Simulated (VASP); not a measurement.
**MnS under changes of volume**

One of the cells (16.837 Å³/atom); the others are scaled copies at fixed shape and fractional positions:

```xyz
2
Lattice="0.0000 2.5630 2.5630 2.5630 0.0000 2.5630 2.5630 2.5630 0.0000" Properties=species:S:1:pos:R:3 pbc="T T T"
Mn    0.0000    0.0000    0.0000
S     2.5630    2.5630    2.5630
```

```yaml
Program: VASP 6.6.1
Functional: PBE
Potentials_or_basis: VASP PAW PBE potentials, release 64 (Mn_pv, S)
Cutoff: 520 eV
k_mesh: 8 × 8 × 8
Occupations: fermi-dirac, width 0.05 eV
Spin: collinear spin, ferromagnetic start
Starting_moments: "[4.0, 0.0] μB"
```

```csv
volume (Å³/atom),energy over the lowest point (meV/atom),pressure (GPa),moment (μB per cell)
16.163,?,?,?
16.500,1.82,1.2,4.57
16.837,0.00,0.0,4.62
17.174,0.97,-1.4,4.66
17.510,5.00,-2.7,4.68
```

Problem. What does the run at 16.163 Å³/atom give?

Solution. Energy over the lowest point 6.42 meV/atom; pressure 2.4 GPa; moment 4.50 μB per cell.

Worked out: A Birch-Murnaghan fit of order 2 (a polynomial in V^(-2/3)) to the other rows has its minimum at 16.87 Å³/atom with B0 = V·E''(V) = 72 GPa. It gives 7.18 meV/atom at 16.163 Å³/atom, against the run's 6.42, and -dE/dV = 3.4 GPa, against 2.4. A parabola through the other rows of the moment, of slope 0.221 μB per Å³/atom there, extrapolates to 4.50 μB, against the run's 4.50.

Energies are extrapolated to zero smearing.

Caveats: a cell with one magnetic atom can't hold antiferromagnetic order, which such compounds often take.
